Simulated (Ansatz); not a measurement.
# BN (hexagonal boron nitride): the cost of one run

Program: Ansatz 0.2.0. Level of theory: DFT LDA, scalar-relativistic, plane waves, PAW. These are calculated values, not measurements.

## Step 1: The system as given

The structure is hexagonal, space group P6_3/mmc (No. 194). Conventional cell: a = 2.504 Å, b = 2.504 Å, c = 6.661 Å, α = 90.00°, β = 90.00°, γ = 120.00°. Around B (site symmetry -6m2) lie 3 N at 1.45 Å. Around N (site symmetry -6m2) lie 3 B at 1.45 Å.

Structure file:

```cif
data_structure
_symmetry_space_group_name_H-M 'P6_3/mmc'
_symmetry_Int_Tables_number 194
_cell_length_a 2.5040
_cell_length_b 2.5040
_cell_length_c 6.6610
_cell_angle_alpha 90.000
_cell_angle_beta 90.000
_cell_angle_gamma 120.000
_cell_volume 36.17
loop_
_atom_site_label
_atom_site_type_symbol
_atom_site_symmetry_multiplicity
_atom_site_Wyckoff_symbol
_atom_site_fract_x
_atom_site_fract_y
_atom_site_fract_z
_atom_site_occupancy
B1 B 2 c 0.33333 0.66667 0.25000 1
N1 N 2 d 0.66667 0.33333 0.25000 1
```

## Step 2: Relaxing cell and atoms: BN (hexagonal boron nitride), no spin

The input, input.yaml:

```yaml
crystal:
  lattice:
    - [2.504, 0.0, 0.0]
    - [-1.252, 2.1685276111, 0.0]
    - [0.0, 0.0, 6.661]
  atoms:
    - { symbol: B, position: [0.3333333333, 0.6666666667, 0.25] }
    - { symbol: "N", position: [0.6666666667, 0.3333333333, 0.25] }
    - { symbol: "N", position: [0.3333333333, 0.6666666667, 0.75] }
    - { symbol: B, position: [0.6666666667, 0.3333333333, 0.75] }
scf:
  occupations: { method: fixed }
output:
  forces: true
  stress: true
  eigenvalues: true
  write_density: true
  write_potential: true
  elf: true
  volumetric_format: npy
hamiltonian:
  xc: lda
kpoints:
  mp_grid: { grid: [12, 12, 4] }
basis:
  ecutwfc: 560
relax:
  f_tol: 0.002
  max_steps: 60
  cell: { stress_tol: 0.005 }
```

Run with:

```bash
> ansatz run input.yaml --threads 4 --pin off --max-ram 8192MiB --backend cpu --events-out ev --progress --plain --runs-dir out
```

What time and memory should one allow on 4 threads of Intel Xeon Platinum 8488C (Sapphire Rapids), shared host?

About 2.7 s, with a peak of 0.41 GiB.
